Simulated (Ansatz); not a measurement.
Space group Im-3m (No. 229). a = 3.137 Å, b = 3.137 Å, c = 3.137 Å, α = 90.00°, β = 90.00°, γ = 90.00°
| atom | site | symmetry | x | y | z |
| --- | --- | --- | --- | --- | --- |
| Pd | 2a | m-3m | 0.0000 | 0.0000 | 0.0000 |

Equation of state of this Pd structure (not necessarily the ground state), with shape and atoms relaxed at each volume where symmetry leaves them free. It has no gap at any of these volumes. All numbers below come from Ansatz, DFT PBE, scalar-relativistic, plane waves, PAW.

Plane waves to 420 eV, a k mesh through Γ of 18×18×18 on the computed 1-atom cell and Gaussian smearing (0.10 eV); no spin polarisation.

| V (Å³/atom) | E − E(largest V) (meV/atom) | P (GPa) |
| --- | --- | --- |
| 13.586 | 84.83 | 29.81 |
| 14.049 | 13.26 | 20.09 |
| 14.513 | -32.73 | 12.07 |
| 14.976 | -57.60 | 5.45 |
| 15.439 | -65.05 | -0.01 |
| 15.902 | -58.14 | -4.49 |
| 16.365 | -39.47 | -8.16 |
| 16.983 | 0.00 | -12.01 |

Task: Fit a third-order Birch–Murnaghan equation to E(V).

Result: V0 = 15.43 Å³/atom, B0 = 165 GPa, B0' = 5.5.

This bcc form isn't the element's structure at ambient conditions.

Cost: 8 runs of about 0.44 core-minutes in all, on Intel Xeon Platinum 8488C (Sapphire Rapids) (shared hosts).